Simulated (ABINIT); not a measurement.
# MoS2 (P-3m1) in ABINIT: single point with PBEsol

Aim: the single point of MoS2 with PBEsol.

Everything below comes from runs of ABINIT 10.8.3 (patched build). Logs are shortened: lines on timing, memory, paths and dates and some standing lists are left out, and cuts for length are marked. The log counts tension as positive stress, the text compression.

## Step 1: The undisturbed crystal

Symmetry: P-3m1, No. 164, trigonal system. Conventional cell: a = 3.227 Å, b = 3.227 Å, c = 6.312 Å, α = 90.00°, β = 90.00°, γ = 120.00°. Mo (site symmetry -3m) has 6 S at 2.42 Å as nearest neighbours. S (site symmetry 3m) is surrounded by 3 Mo at 2.42 Å.

Measurements of this composition are mostly on another form, of space group No. 194.

## Step 2: Single point, PBEsol (atoms moved at random, drawn with an rms of 0.05 Å)

File run.abi:

```
# Pseudopotentials
pp_dirpath "./"
pseudos "Mo.upf, S.upf"

# Structure
acell 3*1.0
rprim
     6.0990240984     0.0000000000     0.0000000000
    -3.0495120492     5.2819098074     0.0000000000
     0.0000000000     0.0000000000    11.9288459328
ntypat 2
znucl 42 16
natom 3
typat 1 2 2
xred
    -0.0059710000    -0.0182670000     0.4992970000
     0.6556410000     0.3222370000     0.7482370000
     0.3338080000     0.6868770000     0.2525640000
chkprim 0
chksymtnons 0
tolsym 1.0e-6

# Plane-wave basis
ecut 40.0

# k points
kptopt 1
ngkpt 9 9 4
nshiftk 1
shiftk 0.0 0.0 0.0

# Exchange and correlation
ixc -116133

# Bands and occupations
nband 17
occopt 3
tsmear 0.05 eV

# SCF cycle
nstep 100
tolvrs 1.0e-10

# Output
iomode 3
prtwf 0
prtden 0
prteig 0
prtebands 0
```

Potentials or basis: PseudoDojo NC SR PBEsol v0.4.1 standard.

The run is started by

```
$ abinit run.abi > log 2>&1
```

run.abo:

```text
.Version 10.8.3 of ABINIT
 Symmetries : space group P1 (#  1); Bravais aP (primitive triclinic)
================================================================================
 Values of the parameters that define the memory need of the present run
     intxc =       0    ionmov =       0      iscf =       7    lmnmax =       6
     lnmax =       6     mgfft =      72  mpssoang =       3    mqgrid =    3397
     natom =       3  nloc_mem =       1    nspden =       1   nspinor =       1
    nsppol =       1      nsym =       1    n1xccc =    2501    ntypat =       2
    occopt =       3   xclevel =       2
       mpw =        4672          nfft =       93312          nkpt =         163
================================================================================
================================================================================

--------------------------------------------------------------------------------
------------- Echo of variables that govern the present computation ------------
--------------------------------------------------------------------------------
 -outvars: echo values of preprocessed input variables --------
            acell      1.0000000000E+00  1.0000000000E+00  1.0000000000E+00 Bohr
              amu      9.59400000E+01  3.20660000E+01
          chkprim           0
      chksymtnons           0
             ecut      4.00000000E+01 Hartree
                       outvar_i_n : Printing only first  50 k-points.
              ixc     -116133
                       outvar_i_n : Printing only first  50 k-points.
         kptrlatt        9    0    0      0    9    0      0    0    4
          kptrlen      4.77153837E+01
            natom           3
            nband          17
            ngfft          36      36      72
             nkpt         163
            nstep         100
             nsym           1
           ntypat           2
                       prtocc : prtvol=0, do not print more k-points.
           occopt           3
           prtden           0
        prtebands           0
           prteig           0
            prtwf           0
            rprim      6.0990240984E+00  0.0000000000E+00  0.0000000000E+00
                      -3.0495120492E+00  5.2819098074E+00  0.0000000000E+00
                       0.0000000000E+00  0.0000000000E+00  1.1928845933E+01
          spgroup           1
           tolsym      1.00000000E-06
           tolvrs      1.00000000E-10
           tsmear      1.83746611E-03 Hartree
            typat      1  2  2
                       outvars : Printing only first  50 k-points.
           xangst      1.0206856669E-02 -5.1057476070E-02  3.1517990391E+00
                       1.5960538426E+00  9.0067377874E-01  4.7232261712E+00
                      -3.1082097440E-02  1.9198667537E+00  1.5943035358E+00
            xcart      1.9288163711E-02 -9.6484646452E-02  5.9560369877E+00
                       3.0161046447E+00  1.7020267706E+00  8.9256038942E+00
                      -5.8736651580E-02  3.6280223628E+00  3.0127970442E+00
             xred     -5.9710000000E-03 -1.8267000000E-02  4.9929700000E-01
                       6.5564100000E-01  3.2223700000E-01  7.4823700000E-01
                       3.3380800000E-01  6.8687700000E-01  2.5256400000E-01
            znucl       42.00000   16.00000

================================================================================

 chkinp: Checking input parameters for consistency.

================================================================================
== DATASET  1 ==================================================================

--- !DatasetInfo
iteration_state: {dtset: 1, }
dimensions: {natom: 3, nkpt: 163, mband: 17, nsppol: 1, nspinor: 1, nspden: 1, mpw: 4672, }
cutoff_energies: {ecut:  40.0, pawecutdg:  -1.0, }
electrons: {nelect:   2.60000000E+01, charge:   0.00000000E+00, occopt:   3.00000000E+00, tsmear:   1.83746611E-03, }
meta: {optdriver: 0, ionmov: 0, optcell: 0, iscf: 7, paral_kgb: 0, }
...

 Real(R)+Recip(G) space primitive vectors, cartesian coordinates (Bohr,Bohr^-1):
 R(1)=  6.0990241  0.0000000  0.0000000  G(1)=  0.1639607  0.0946627  0.0000000
 R(2)= -3.0495120  5.2819098  0.0000000  G(2)=  0.0000000  0.1893255  0.0000000
 R(3)=  0.0000000  0.0000000 11.9288459  G(3)=  0.0000000  0.0000000  0.0838304
 Unit cell volume ucvol=  3.8428175E+02 bohr^3
 Angles (23,13,12)=  9.00000000E+01  9.00000000E+01  1.20000000E+02 degrees

 getcut: wavevector=  0.0000  0.0000  0.0000  ngfft=  36  36  72
         ecut(hartree)=     40.000   => boxcut(ratio)=   2.07323

--- Pseudopotential description ------------------------------------------------
- pspini: atom type   1  psp file is ./Mo.upf
12 -116133 2 -1 1640                          pspcod,pspxc,lmax,lloc,mmax
     nproj     2     2     2

- pspini: atom type   2  psp file is ./S.upf
12 -116133 2 -1 1146                          pspcod,pspxc,lmax,lloc,mmax
     nproj     2     2     2

   8.68054243E+02                                ecore*ucvol(ha*bohr**3)
--------------------------------------------------------------------------------

================================================================================

--- !BeginCycle
iteration_state: {dtset: 1, }
solver: {iscf: 7, nstep: 100, nline: 4, wfoptalg: 0, }
tolerances: {tolvrs: 1.00E-10, }
...

     iter   Etot(hartree)      deltaE(h)  residm     vres2
 ETOT  1  -92.057952587389    -9.206E+01 1.104E-01 2.385E+03
 ETOT  2  -90.368558963877     1.689E+00 1.209E-01 2.452E+04
 ETOT  3  -92.380450827019    -2.012E+00 2.011E-02 3.314E+01
 ETOT  4  -92.382833797088    -2.383E-03 4.836E-03 3.243E+00
 ETOT  5  -92.383323883000    -4.901E-04 1.257E-03 1.501E+00
 ETOT  6  -92.383426950181    -1.031E-04 5.462E-04 2.335E-01
 ETOT  7  -92.383437391679    -1.044E-05 5.834E-04 2.029E-02
 ETOT  8  -92.383438381118    -9.894E-07 1.820E-04 5.012E-04
 ETOT  9  -92.383438402818    -2.170E-08 2.953E-04 2.071E-05
 ETOT 10  -92.383438403778    -9.607E-10 8.691E-05 1.475E-06
 ETOT 11  -92.383438403885    -1.070E-10 1.404E-04 2.647E-08
 ETOT 12  -92.383438403891    -5.400E-12 3.995E-05 5.620E-10
 ETOT 13  -92.383438403890     6.253E-13 6.485E-05 5.338E-10
 ETOT 14  -92.383438403889     1.450E-12 1.812E-05 1.449E-12

 At SCF step   14       vres2   =  1.45E-12 < tolvrs=  1.00E-10 =>converged.

 Cartesian components of stress tensor (hartree/bohr^3)
  sigma(1 1)=  1.57211830E-04  sigma(3 2)= -9.27261855E-05
  sigma(2 2)=  2.18668052E-04  sigma(3 1)=  2.22808935E-05
  sigma(3 3)=  1.10361646E-04  sigma(2 1)=  1.44207911E-05

--- !ResultsGS
iteration_state: {dtset: 1, }
comment   : Summary of ground state results
lattice_vectors:
- [  6.0990241,   0.0000000,   0.0000000, ]
- [ -3.0495120,   5.2819098,   0.0000000, ]
- [  0.0000000,   0.0000000,  11.9288459, ]
lattice_lengths: [   6.09902,    6.09902,   11.92885, ]
lattice_angles: [ 90.000,  90.000, 120.000, ] # degrees, (23, 13, 12)
lattice_volume:   3.8428175E+02
convergence: {deltae:  1.450E-12, res2:  1.449E-12, residm:  1.812E-05, diffor: null, }
etotal    :  -9.23834384E+01
entropy   :   0.00000000E+00
fermie    :   2.84969777E-01
cartesian_stress_tensor: # hartree/bohr^3
- [  1.57211830E-04,   1.44207911E-05,   2.22808935E-05, ]
- [  1.44207911E-05,   2.18668052E-04,  -9.27261855E-05, ]
- [  2.22808935E-05,  -9.27261855E-05,   1.10361646E-04, ]
pressure_GPa:  -4.7686E+00
xred      :
- [ -5.9710E-03,  -1.8267E-02,   4.9930E-01, Mo]
- [  6.5564E-01,   3.2224E-01,   7.4824E-01,  S]
- [  3.3381E-01,   6.8688E-01,   2.5256E-01,  S]
cartesian_forces: # hartree/bohr
- [ -5.00448957E-03,   7.27779469E-03,   5.09212170E-03, ]
- [  1.01832209E-03,   2.54654632E-03,  -7.22480678E-03, ]
- [  3.98616749E-03,  -9.82434100E-03,   2.13268508E-03, ]
force_length_stats: {min:   7.72785294E-03, max:   1.08145991E-02, mean:   9.57919791E-03, }
...

 Integrated electronic density in atomic spheres:
 ------------------------------------------------
 Atom  Sphere_radius  Integrated_density
    1        2.00000         10.47378546
    2        2.00000          3.87912677
    3        2.00000          3.89442674
================================================================================

 ----iterations are completed or convergence reached----

 Mean square residual over all n,k,spin=   11.140E-09; max=  18.118E-06
 reduced coordinates (array xred) for    3 atoms
      -0.005971000000     -0.018267000000      0.499297000000
       0.655641000000      0.322237000000      0.748237000000
       0.333808000000      0.686877000000      0.252564000000
 rms dE/dt=  4.7631E-02; max dE/dt=  8.6184E-02; dE/dt below (all hartree)
    1       0.030522516196     -0.053701911826     -0.060743167757
    2      -0.006210757251     -0.010345247939      0.086183574412
    3      -0.024311717867      0.064047143420     -0.025440504334

 cartesian coordinates (angstrom) at end:
    1      0.01020685666920    -0.05105747606967     3.15179903905286
    2      1.59605384259168     0.90067377874111     4.72322617116425
    3     -0.03108209743961     1.91986675372584     1.59430353576999

 cartesian forces (hartree/bohr) at end:
    1     -0.00500448957262     0.00727779468556     0.00509212169723
    2      0.00101832208623     0.00254654631626    -0.00722480677993
    3      0.00398616748639    -0.00982434100182     0.00213268508270
 frms,max,avg= 5.5838674E-03 9.8243410E-03  -2.245E-09 -2.647E-10  2.729E-09 h/b

 cartesian forces (eV/Angstrom) at end:
    1     -0.25734120066239     0.37423924965330     0.26184742568996
    2      0.05236422706637     0.13094867659521    -0.37151450199269
    3      0.20497697359602    -0.50518792624851     0.10966707630273
 frms,max,avg= 2.8713401E-01 5.0518793E-01  -1.154E-07 -1.361E-08  1.404E-07 e/A
 length scales=  1.000000000000  1.000000000000  1.000000000000 bohr
              =  0.529177210544  0.529177210544  0.529177210544 angstroms
 Fermi (or HOMO) energy (hartree) =   0.28497   Average Vxc (hartree)=  -0.39636
 Eigenvalues (hartree) for nkpt= 163  k points:
 kpt#   1, nband= 17, wtk=  0.00309, kpt=  0.0000  0.0000  0.0000 (reduced coord)
  -1.98221   -1.02923   -1.02782   -1.02656   -0.25807   -0.20568    0.03975    0.13985
   0.14280    0.21943    0.24039    0.24620    0.24927    0.27963    0.28213    0.39352
   0.40363
      occupation numbers for kpt#   1
   2.00000    2.00000    2.00000    2.00000    2.00000    2.00000    2.00000    2.00000
   2.00000    2.00000    2.00000    2.00000    2.00000    1.89631    1.64848    0.00000
   0.00000
 prteigrs : prtvol=0 or 1, do not print more k-points.

--- !EnergyTerms
iteration_state     : {dtset: 1, }
comment             : Components of total free energy in Hartree
kinetic             :  2.98659013183901E+01
hartree             :  2.83990613909913E+01
xc                  : -1.65181163669847E+01
Ewald energy        : -5.75987852958653E+01
psp_core            :  2.25890051441129E+00
local_psp           : -9.04110576468333E+01
non_local_psp       :  1.16209805076363E+01
internal            : -9.23831155782542E+01
'-kT*entropy'       : -3.22825634618843E-04
total_energy        : -9.23834384038888E+01
total_energy_eV     : -2.51388142514001E+03
band_energy         : -8.81817868264885E+00
...

 Cartesian components of stress tensor (hartree/bohr^3)
  sigma(1 1)=  1.57211830E-04  sigma(3 2)= -9.27261855E-05
  sigma(2 2)=  2.18668052E-04  sigma(3 1)=  2.22808935E-05
  sigma(3 3)=  1.10361646E-04  sigma(2 1)=  1.44207911E-05

-Cartesian components of stress tensor (GPa)         [Pressure= -4.7686E+00 GPa]
- sigma(1 1)=  4.62533171E+00  sigma(3 2)= -2.72809856E+00
- sigma(2 2)=  6.43343621E+00  sigma(3 1)=  6.55526520E-01
- sigma(3 3)=  3.24695173E+00  sigma(2 1)=  4.24274322E-01

== END DATASET(S) ==============================================================
================================================================================

 -outvars: echo values of variables after computation  --------
            acell      1.0000000000E+00  1.0000000000E+00  1.0000000000E+00 Bohr
           etotal     -9.2383438404E+01
            fcart     -5.0044895726E-03  7.2777946856E-03  5.0921216972E-03
                       1.0183220862E-03  2.5465463163E-03 -7.2248067799E-03
                       3.9861674864E-03 -9.8243410018E-03  2.1326850827E-03
            rprim      6.0990240984E+00  0.0000000000E+00  0.0000000000E+00
                      -3.0495120492E+00  5.2819098074E+00  0.0000000000E+00
                       0.0000000000E+00  0.0000000000E+00  1.1928845933E+01
           strten      1.5721182951E-04  2.1866805210E-04  1.1036164620E-04
                      -9.2726185490E-05  2.2280893540E-05  1.4420791094E-05
           xangst      1.0206856669E-02 -5.1057476070E-02  3.1517990391E+00
                       1.5960538426E+00  9.0067377874E-01  4.7232261712E+00
                      -3.1082097440E-02  1.9198667537E+00  1.5943035358E+00
             xred     -5.9710000000E-03 -1.8267000000E-02  4.9929700000E-01
                       6.5564100000E-01  3.2223700000E-01  7.4823700000E-01
                       3.3380800000E-01  6.8687700000E-01  2.5256400000E-01
 Calculation completed.
```

Run time: 9.2 min. Hardware: 1 thread of Arm Neoverse V1, shared host; peak memory 0.28 GiB.

What came out:

| Property | Result |
| --- | --- |
| Free energy | -2513.8814 eV |
| Pressure | -4.8 GPa |
| Largest force | 0.556 eV/Å |
| Band gap on the k mesh | none (metal or under the smearing width) |
| Valence electrons inside the program's atomic spheres | Mo 10.47; S 3.88, 3.89 |

Forces on the atoms (eV/Å):
```
Mo  -0.257  0.374  0.262
S    0.052  0.131 -0.372
S    0.205 -0.505  0.110
```
